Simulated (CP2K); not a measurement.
Te2Mo in CP2K: the effect of functional

Crystal: Te2Mo.

```
Te Mo
1.0
     3.51820    0.00000    0.00000
    -1.75910    3.04685    0.00000
     0.00000    0.00000   13.97360
Te Mo
4 2
Direct
  0.66667 0.33333 0.37900
  0.33333 0.66667 0.87900
  0.66667 0.33333 0.12100
  0.33333 0.66667 0.62100
  0.66667 0.33333 0.75000
  0.33333 0.66667 0.25000
```

Alike in all runs:

```yaml
Program: CP2K 2026.2
Task: single point
Potentials_or_basis: POTENTIAL_UZH Te GTH-PBE-q6, Mo GTH-PBE-q14; DZVP-MOLOPT-PBE-GTH basis
Density_cutoff: 9184 eV
k_mesh: 9 × 9 × 2
Occupations: fermi-dirac, width 0.05 eV
Spin: no spin polarisation
```

Question: One run gave: gap on the mesh 0.89 eV; pressure 6.6 GPa; largest force 0.44 eV/Å. Which functional did it use?
A. PBEsol
B. WC
C. PW91
D. r2SCAN
E. LDA

Answer: C.

| functional | gap on the mesh (eV) | pressure (GPa) | largest force (eV/Å) |
| --- | --- | --- | --- |
| LDA | 0.85 | 2.5 | 0.23 |
| PBEsol | 0.86 | 3.5 | 0.28 |
| WC | 0.86 | 3.8 | 0.33 |
| rev-vdW-DF2 | 0.87 | 6.1 | 0.58 |
| PW91 | 0.89 | 6.6 | 0.44 |
| r2SCAN | 0.98 | 5.6 | 0.20 |

Caveats: the potentials were made for another functional, which shifts forces and pressure; spin-orbit coupling is left out, which moves the levels of the heavy elements; an odd mesh through Γ misses points on the zone boundary, where band edges often lie; the basis of atomic orbitals isn't converged, which shifts pressures, moduli and gaps; this functional lacks dispersion, which binds the layers, so the pressure and a relaxed spacing across them are unreliable (some runs).

Runs at the PBE level aren't shown here.
